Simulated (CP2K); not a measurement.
Hf in CP2K: the effect of functional

The system is Hf.

```
CELL_PARAMETERS angstrom
3.19670 0.00000 0.00000
-1.59835 2.76842 0.00000
0.00000 0.00000 5.05780
ATOMIC_POSITIONS crystal
Hf 0.66667 0.33333 0.75000
Hf 0.33333 0.66667 0.25000
```

Alike in all runs:

* Program: CP2K 2026.2
* Task: band structure
* Potentials or basis: POTENTIAL_UZH Hf GTH-PBE-q12; TZVP-MOLOPT-PBE-GTH basis
* Density cutoff: 9184 eV
* k mesh: 10 × 10 × 5
* Occupations: fermi-dirac, width 0.05 eV
* Spin: no spin polarisation

Question: One run gave: pressure -0.1 GPa. Which functional did it use?
A. PBEsol
B. r2SCAN
C. OLYP
D. LDA
E. BLYP

Answer: C.

| functional | pressure (GPa) |
| --- | --- |
| LDA | -5.6 |
| PBEsol | -2.9 |
| BLYP | 3.7 |
| AM05 | -2.6 |
| OLYP | -0.1 |
| r2SCAN | 2.1 |

Caveats: the potentials were made for another functional, which shifts forces and pressure; the basis of atomic orbitals isn't converged, which shifts pressures, moduli and gaps.

Runs at the PBE level aren't shown here.
